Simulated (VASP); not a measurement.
# H (P4/mmm) in VASP: a series of runs

Runs on H. Level: PBE. Tasks: single point.

All numbers are computed with VASP 6.6.1; they aren't measurements. Logs are shortened: lines on timing, memory, paths and dates and some standing lists are left out, and cuts for length are marked.

## 1. The crystal as given

The structure is tetragonal, space group P4/mmm (No. 123). Conventional cell: a = 2.650 Å, b = 2.650 Å, c = 0.980 Å, α = 90.00°, β = 90.00°, γ = 90.00°. H (site symmetry 4/mmm) is surrounded by 2 H at 0.98 Å.

## 2. Single point, PBE

Contents of INCAR:

```
SYSTEM = H
ADDGRID = .FALSE. ; ALGO = Normal
EDIFF = 1E-6 ; ENCUT = 400
GGA = PE ; ISIF = 2
ISMEAR = 0 ; LASPH = .TRUE.
LCHARG = .FALSE. ; LREAL = .FALSE.
LWAVE = .FALSE. ; NBANDS = 6
NELM = 100 ; PREC = Accurate
SIGMA = 0.05
```

Contents of KPOINTS:

```
k-points
0
G
  5 5 12
  0 0 0
```

Contents of POSCAR:

```
H
1.0
    2.6496387389      0.0000000000      0.0000000000
    0.0000000000      2.6496387389      0.0000000000
    0.0000000000      0.0000000000      0.9804929200
H
1
Direct
    0.0000000000      0.0000000000      0.5000000000
```

Potentials or basis: VASP PAW PBE potentials, release 64 (H).

The run is started by

```console
cat potpaw_PBE.64/H/POTCAR > POTCAR
mpirun -np 1 vasp_std > vasp.out
```

OUTCAR:

```text
SYSTEM = H
   EDIFF = 1E-6
   ENCUT = 400
   GGA = PE
   ISIF = 2
   ISMEAR = 0
   LASPH = .TRUE.
   LREAL = .FALSE.
   NELM = 100
   PREC = Accurate

 Found     42 irreducible k-points:

 Following reciprocal coordinates:
            Coordinates               Weight
  0.000000  0.000000  0.000000      1.000000
  0.200000  0.000000  0.000000      4.000000
  0.400000  0.000000  0.000000      4.000000
  0.200000  0.200000  0.000000      4.000000
  0.400000  0.200000  0.000000      8.000000
  0.400000  0.400000  0.000000      4.000000
   k-points           NKPTS =     42   k-points in BZ     NKDIM =     42   number of bands    NBANDS=      6
   number of dos      NEDOS =    301   number of ions     NIONS =      1
   total plane-waves  NPLWV =   1944
   dimension x,y,z NGX =    18 NGY =   18 NGZ =    6
   dimension x,y,z NGXF=    36 NGYF=   36 NGZF=   12
   ions per type =               1
   NGX,Y,Z   is equivalent  to a cutoff of  11.29, 11.29, 10.17 a.u.
   NGXF,Y,Z  is equivalent  to a cutoff of  22.59, 22.59, 20.35 a.u.
 SYSTEM =  H
   PREC   = accura    normal or accurate (medium, high low for compatibility)
   ISTART =      0    job   : 0-new  1-cont  2-samecut
   ICHARG =      2    charge: 1-file 2-atom 10-const
   ISPIN  =      1    spin polarized calculation?
   LNONCOLLINEAR =      F non collinear calculations
   LSORBIT =      F    spin-orbit coupling
   LASPH  =      T    aspherical Exc in radial PAW
   ENCUT  =  400.0 eV  29.40 Ry    5.42 a.u.   4.32  4.32  1.60*2*pi/ulx,y,z
   NELM   =    100;   NELMIN=  2; NELMDL= -5     # of ELM steps
   EDIFF  = 0.1E-05   stopping-criterion for ELM
   LREAL  =      F    real-space projection
   EDIFFG = 0.1E-04   stopping-criterion for IOM
   NSW    =      0    number of steps for IOM
   IBRION =     -1    ionic relax: 0-MD 1-quasi-New 2-CG
   NFREE  =      0    steps in history (QN), initial steepest desc. (CG)
   ISIF   =      2    stress and relaxation
   ISYM   =      2    0-nonsym 1-usesym 2-fastsym
   POTIM  = 0.5000    time-step for ionic-motion
   TEBEG  =    0.0;   TEEND  =   0.0 temperature during run
   PSTRESS=    0.0 pullay stress
   NELECT =       1.0000    total number of electrons
   NUPDOWN=      -1.0000    fix difference up-down
   EMIN   =  10.00;   EMAX   =-10.00  energy-range for DOS
   EFERMI =   0.00;   METHOD = LEGACY
   ISMEAR =     0;   SIGMA  =   0.05  broadening in eV -4-tet -1-fermi 0-gaus
   EFERMI_NEDOS =   21; number of points for ismear=-14 and -15
   IALGO  =     38    algorithm
   IMIX   =      4    mixing-type and parameters
     AMIX     =   0.40;   BMIX     =  1.00
     AMIX_MAG =   1.60;   BMIX_MAG =  1.00
  volume/ion in A,a.u.               =       6.88        46.45
  Fermi-wavevector in a.u.,A,eV,Ry     =   0.860602  1.626302 10.076956  0.740635
  Thomas-Fermi vector in A             =   1.978131
   LORBIT       =      0    0 simple, 1 ext, 2 COOP (PROOUT), +10 PAW based schemes
   GGA     = PE    functional components
   LHFCALC =     F    Hartree Fock is set to
   AEXX    =    0.0000 exact exchange contribution
   IVDW    =     0    specifies the selected vdW correction
   LEPSILON=     F    determine dielectric tensor
   LRPA    =     F    only Hartree local field effects (RPA)
 non-spin polarized calculation
 Gauss-broadening in eV      SIGMA  =   0.05
  energy-cutoff  :      400.00
  volume of cell :        6.88
 maximum number of plane-waves:       135
 NGX is ok and might be reduce to    18
   NGX =  9   NGY =  9   NGZ =  3

 number of electron       1.0000001 magnetization

 Free energy of the ion-electron system (eV)
  ---------------------------------------------------
  ext. energy  EPLUGINS =         0.00000000
  ---------------------------------------------------
  free energy    TOTEN  =        -2.90621199 eV

  energy without entropy =       -2.90582383  energy(sigma->0) =       -2.90601791

 E-fermi :  -1.5838     XC(G=0):  -6.8505

 val. band max:       -1.6244480880   @ k =   0.4000   0.0000   0.2500
 cond. band min:      -1.2619205629   @ k =   0.4000   0.2000   0.2500
 fundamental gap:      0.3625275251
 Fermi energy:        -1.5837770957

 k-point     1 :       0.0000    0.0000    0.0000
  band No.  band energies     occupation
      1     -12.5465      2.00000
      2       8.3374      0.00000
      3      14.1738      0.00000
      4      14.1738      0.00000
      5      17.2025      0.00000
      6      35.0016      0.00000

 k-point     2 :       0.2000    0.0000    0.0000
  band No.  band energies     occupation
      1     -12.1160      2.00000
      2       5.2773      0.00000
      3      13.5122      0.00000
      4      14.8972      0.00000
      5      23.6384      0.00000
      6      28.4186      0.00000

 k-point     3 :       0.4000    0.0000    0.0000
  band No.  band energies     occupation
      1     -11.2780      2.00000
      2       1.7541      0.00000
      3      14.6778      0.00000
      4      16.6739      0.00000
      5      23.6460      0.00000
      6      23.9783      0.00000

 k-point     4 :       0.2000    0.2000    0.0000
  band No.  band energies     occupation
      1     -11.7035      2.00000
      2       4.9527      0.00000
      3       8.7849      0.00000
      4      20.7837      0.00000
      5      21.7931      0.00000
      6      25.8539      0.00000

 k-point     5 :       0.4000    0.2000    0.0000
  band No.  band energies     occupation
      1     -10.9092      2.00000
      2       2.5092      0.00000
      3       8.9946      0.00000
      4      16.2480      0.00000
      5      24.3312      0.00000
      6      33.0873      0.00000

 k-point     6 :       0.4000    0.4000    0.0000
  band No.  band energies     occupation
      1     -10.2174      2.00000
      2       4.2166      0.00000
      3       5.4486      0.00000
      4      10.8451      0.00000
      5      32.8904      0.00000
      6      38.3153      0.00000

 [... further k-points ...]

------------------------ aborting loop because EDIFF is reached ----------------------------------------

  FORCE on cell =-STRESS in cart. coord.  units (eV):
  Direction    XX          YY          ZZ          XY          YZ          ZX
  --------------------------------------------------------------------------------------
  -------------------------------------------------------------------------------------
  Total       -0.1590843     -0.1590843      0.4859879      0.0000000      0.0000000      0.0000000
  in kB      -37.0271462    -37.0271462    113.1144806      0.0000000      0.0000000      0.0000000
  external PRESSURE =      13.0200628 kB  Pullay stress =       0.0000000 kB

 VOLUME and BASIS-vectors are now :
 -----------------------------------------------------------------------------
  energy-cutoff  :      400.00
  volume of cell :        6.88
      direct lattice vectors                 reciprocal lattice vectors
     2.649638739  0.000000000  0.000000000     0.377409941  0.000000000  0.000000000
     0.000000000  2.649638739  0.000000000     0.000000000  0.377409941  0.000000000
     0.000000000  0.000000000  0.980492920     0.000000000  0.000000000  1.019895177

 POSITION                                       TOTAL-FORCE (eV/Angst)
 -----------------------------------------------------------------------------------
      0.00000      0.00000      0.49025         0.000000      0.000000      0.000000
 -----------------------------------------------------------------------------------
    total drift:                                0.000000      0.000000      0.000000

  FREE ENERGIE OF THE ION-ELECTRON SYSTEM (eV)
  ---------------------------------------------------
  free  energy   TOTEN  =        -2.9062119866 eV

  energy  without entropy=       -2.9058238255  energy(sigma->0) =       -2.90601791
```

It took 0.9 s on 1 thread of Intel Xeon 6975P-C (Granite Rapids), shared host; peak memory 0.1 GiB.

The run converged, but some of its settings lie outside the range that counts as converged, so its numbers aren't taken as properties of the crystal.

What came out:

```yaml
Free_energy: -2.9062 eV
Pressure: 1.3 GPa
Band_gap_on_the_k_mesh: none (metal or under the smearing width)
```

Caveat: the k mesh is coarse (spacing up to 0.53 Å⁻¹), so the values aren't converged.

## 3. Single point, PBE

INCAR, as its differences from that of step 2:

```diff
@@ -2,3 +2,3 @@
 ADDGRID = .FALSE. ; ALGO = Normal
-EDIFF = 1E-6 ; ENCUT = 400
+EDIFF = 1E-6 ; ENCUT = 460
 GGA = PE ; ISIF = 2
```

KPOINTS is that of step 2.

POSCAR is that of step 2.

Potentials or basis: VASP PAW PBE potentials, release 64 (H).

The run is started by

```console
cat potpaw_PBE.64/H/POTCAR > POTCAR
mpirun -np 1 vasp_std > vasp.out
```

OUTCAR:

```text
SYSTEM = H
   EDIFF = 1E-6
   ENCUT = 460
   GGA = PE
   ISIF = 2
   ISMEAR = 0
   LASPH = .TRUE.
   LREAL = .FALSE.
   NELM = 100
   PREC = Accurate

 Found     42 irreducible k-points:

 Following reciprocal coordinates:
            Coordinates               Weight
  0.000000  0.000000  0.000000      1.000000
  0.200000  0.000000  0.000000      4.000000
  0.400000  0.000000  0.000000      4.000000
  0.200000  0.200000  0.000000      4.000000
  0.400000  0.200000  0.000000      8.000000
  0.400000  0.400000  0.000000      4.000000
   k-points           NKPTS =     42   k-points in BZ     NKDIM =     42   number of bands    NBANDS=      6
   number of dos      NEDOS =    301   number of ions     NIONS =      1
   total plane-waves  NPLWV =   3200
   dimension x,y,z NGX =    20 NGY =   20 NGZ =    8
   dimension x,y,z NGXF=    40 NGYF=   40 NGZF=   16
   ions per type =               1
   NGX,Y,Z   is equivalent  to a cutoff of  12.55, 12.55, 13.56 a.u.
   NGXF,Y,Z  is equivalent  to a cutoff of  25.10, 25.10, 27.13 a.u.
 SYSTEM =  H
   PREC   = accura    normal or accurate (medium, high low for compatibility)
   ISTART =      0    job   : 0-new  1-cont  2-samecut
   ICHARG =      2    charge: 1-file 2-atom 10-const
   ISPIN  =      1    spin polarized calculation?
   LNONCOLLINEAR =      F non collinear calculations
   LSORBIT =      F    spin-orbit coupling
   LASPH  =      T    aspherical Exc in radial PAW
   ENCUT  =  460.0 eV  33.81 Ry    5.81 a.u.   4.63  4.63  1.71*2*pi/ulx,y,z
   NELM   =    100;   NELMIN=  2; NELMDL= -5     # of ELM steps
   EDIFF  = 0.1E-05   stopping-criterion for ELM
   LREAL  =      F    real-space projection
   EDIFFG = 0.1E-04   stopping-criterion for IOM
   NSW    =      0    number of steps for IOM
   IBRION =     -1    ionic relax: 0-MD 1-quasi-New 2-CG
   NFREE  =      0    steps in history (QN), initial steepest desc. (CG)
   ISIF   =      2    stress and relaxation
   ISYM   =      2    0-nonsym 1-usesym 2-fastsym
   POTIM  = 0.5000    time-step for ionic-motion
   TEBEG  =    0.0;   TEEND  =   0.0 temperature during run
   PSTRESS=    0.0 pullay stress
   NELECT =       1.0000    total number of electrons
   NUPDOWN=      -1.0000    fix difference up-down
   EMIN   =  10.00;   EMAX   =-10.00  energy-range for DOS
   EFERMI =   0.00;   METHOD = LEGACY
   ISMEAR =     0;   SIGMA  =   0.05  broadening in eV -4-tet -1-fermi 0-gaus
   EFERMI_NEDOS =   21; number of points for ismear=-14 and -15
   IALGO  =     38    algorithm
   IMIX   =      4    mixing-type and parameters
     AMIX     =   0.40;   BMIX     =  1.00
     AMIX_MAG =   1.60;   BMIX_MAG =  1.00
  volume/ion in A,a.u.               =       6.88        46.45
  Fermi-wavevector in a.u.,A,eV,Ry     =   0.860602  1.626302 10.076956  0.740635
  Thomas-Fermi vector in A             =   1.978131
   LORBIT       =      0    0 simple, 1 ext, 2 COOP (PROOUT), +10 PAW based schemes
   GGA     = PE    functional components
   LHFCALC =     F    Hartree Fock is set to
   AEXX    =    0.0000 exact exchange contribution
   IVDW    =     0    specifies the selected vdW correction
   LEPSILON=     F    determine dielectric tensor
   LRPA    =     F    only Hartree local field effects (RPA)
 non-spin polarized calculation
 Gauss-broadening in eV      SIGMA  =   0.05
  energy-cutoff  :      460.00
  volume of cell :        6.88
 maximum number of plane-waves:       164
 NGX is ok and might be reduce to    20
   NGX =  9   NGY =  9   NGZ =  3

 number of electron       0.9999999 magnetization

 Free energy of the ion-electron system (eV)
  ---------------------------------------------------
  ext. energy  EPLUGINS =         0.00000000
  ---------------------------------------------------
  free energy    TOTEN  =        -2.90817494 eV

  energy without entropy =       -2.90778678  energy(sigma->0) =       -2.90798086

 E-fermi :  -1.5887     XC(G=0):  -6.8496

 val. band max:       -1.6293857915   @ k =   0.4000   0.0000   0.2500
 cond. band min:      -1.2676356296   @ k =   0.4000   0.2000   0.2500
 fundamental gap:      0.3617501619
 Fermi energy:        -1.5887147991

 k-point     1 :       0.0000    0.0000    0.0000
  band No.  band energies     occupation
      1     -12.5487      2.00000
      2       8.3349      0.00000
      3      14.1743      0.00000
      4      14.1743      0.00000
      5      17.1997      0.00000
      6      34.9875      0.00000

 k-point     2 :       0.2000    0.0000    0.0000
  band No.  band energies     occupation
      1     -12.1175      2.00000
      2       5.2765      0.00000
      3      13.5108      0.00000
      4      14.8975      0.00000
      5      23.6375      0.00000
      6      28.4138      0.00000

 k-point     3 :       0.4000    0.0000    0.0000
  band No.  band energies     occupation
      1     -11.2806      2.00000
      2       1.7539      0.00000
      3      14.6756      0.00000
      4      16.6746      0.00000
      5      23.6415      0.00000
      6      23.9828      0.00000

 k-point     4 :       0.2000    0.2000    0.0000
  band No.  band energies     occupation
      1     -11.7056      2.00000
      2       4.9531      0.00000
      3       8.7842      0.00000
      4      20.7843      0.00000
      5      21.7902      0.00000
      6      25.8518      0.00000

 k-point     5 :       0.4000    0.2000    0.0000
  band No.  band energies     occupation
      1     -10.9136      2.00000
      2       2.5089      0.00000
      3       8.9936      0.00000
      4      16.2482      0.00000
      5      24.3275      0.00000
      6      33.0868      0.00000

 k-point     6 :       0.4000    0.4000    0.0000
  band No.  band energies     occupation
      1     -10.2268      2.00000
      2       4.2157      0.00000
      3       5.4471      0.00000
      4      10.8454      0.00000
      5      32.8783      0.00000
      6      38.3095      0.00000

 [... further k-points ...]

------------------------ aborting loop because EDIFF is reached ----------------------------------------

  FORCE on cell =-STRESS in cart. coord.  units (eV):
  Direction    XX          YY          ZZ          XY          YZ          ZX
  --------------------------------------------------------------------------------------
  -------------------------------------------------------------------------------------
  Total       -0.1302343     -0.1302343      0.4973267      0.0000000     -0.0000000      0.0000000
  in kB      -30.3122544    -30.3122544    115.7536060      0.0000000     -0.0000000      0.0000000
  external PRESSURE =      18.3763658 kB  Pullay stress =       0.0000000 kB

 VOLUME and BASIS-vectors are now :
 -----------------------------------------------------------------------------
  energy-cutoff  :      460.00
  volume of cell :        6.88
      direct lattice vectors                 reciprocal lattice vectors
     2.649638739  0.000000000  0.000000000     0.377409941  0.000000000  0.000000000
     0.000000000  2.649638739  0.000000000     0.000000000  0.377409941  0.000000000
     0.000000000  0.000000000  0.980492920     0.000000000  0.000000000  1.019895177

 POSITION                                       TOTAL-FORCE (eV/Angst)
 -----------------------------------------------------------------------------------
      0.00000      0.00000      0.49025         0.000000      0.000000      0.000000
 -----------------------------------------------------------------------------------
    total drift:                               -0.000000      0.000000      0.000000

  FREE ENERGIE OF THE ION-ELECTRON SYSTEM (eV)
  ---------------------------------------------------
  free  energy   TOTEN  =        -2.9081749450 eV

  energy  without entropy=       -2.9077867838  energy(sigma->0) =       -2.90798086
```

stdout:

```text
POSCAR found type information on POSCAR H
 POSCAR found :  1 types and       1 ions
 scaLAPACK will be used
 LDA part: xc-table for (Slater+PW92), standard interpolation
 POSCAR, INCAR and KPOINTS ok, starting setup
 FFT: planning ... GRIDC
 FFT: planning ... GRID_SOFT
 FFT: planning ... GRID
 WAVECAR not read
 entering main loop
```

Wall time 1 s (1 thread of Intel Xeon 6975P-C (Granite Rapids), shared host); peak memory 0.1 GiB.

These settings aren't checked as converged: the numbers below hold their error.

What came out:

```
Free energy            : -2.9082 eV
Pressure               : 1.8 GPa
Band gap on the k mesh : none (metal or under the smearing width)
```

Caveat: the k mesh is coarse (spacing up to 0.53 Å⁻¹), so the values aren't converged.

(Part 1 of 2 ends here.)
